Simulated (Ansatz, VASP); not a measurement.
# Two plane-wave programs on Os

```xyz
2
Lattice="2.7341 0.0000 0.0000 -1.3671 2.3678 0.0000 0.0000 0.0000 4.3197" Properties=species:S:1:pos:R:3 pbc="T T T"
Os    1.3671    0.7893    3.2398
Os    0.0000    1.5785    1.0799
```

Alike in both runs: functional PBEsol; k mesh 6 × 6 × 4; occupations fermi-dirac, width 0.05 eV; no spin polarisation.

|  | VASP | Ansatz |
| --- | --- | --- |
| version | VASP 6.6.1 | Ansatz 0.2.0 |
| potentials or method | VASP PAW PBE potentials, release 64 (Os) | Ansatz PAW |
| plane-wave cutoff (eV) | 520 | 420 |
| valence electrons in the cell | 16 | 32 |
| task | single point | band structure |

```csv
,VASP,Ansatz,Ansatz less VASP
gap on the k mesh at the Fermi level (eV),none,none,-
pressure (GPa),-1.6,-1.9,-0.32
largest component of the traceless stress (GPa),4.51,4.46,-0.044
```

A gap of «none» marks a metal or a gap that the smearing closes. The two sets of potentials don't hold the same shells in valence.

Caveats: the k mesh is coarse (spacing up to 0.44 Å⁻¹), so the values aren't converged; the PAW data sets were made with another functional, which shifts forces and pressure a little (VASP); spin-orbit coupling is left out, which moves the levels of the heavy elements (Ansatz); the PAW data sets come from PBE, with cores solved anew for the run's functional, which leaves a small shift of forces and pressure (Ansatz). The runs have no spin-orbit coupling, so splittings on Os are missing.
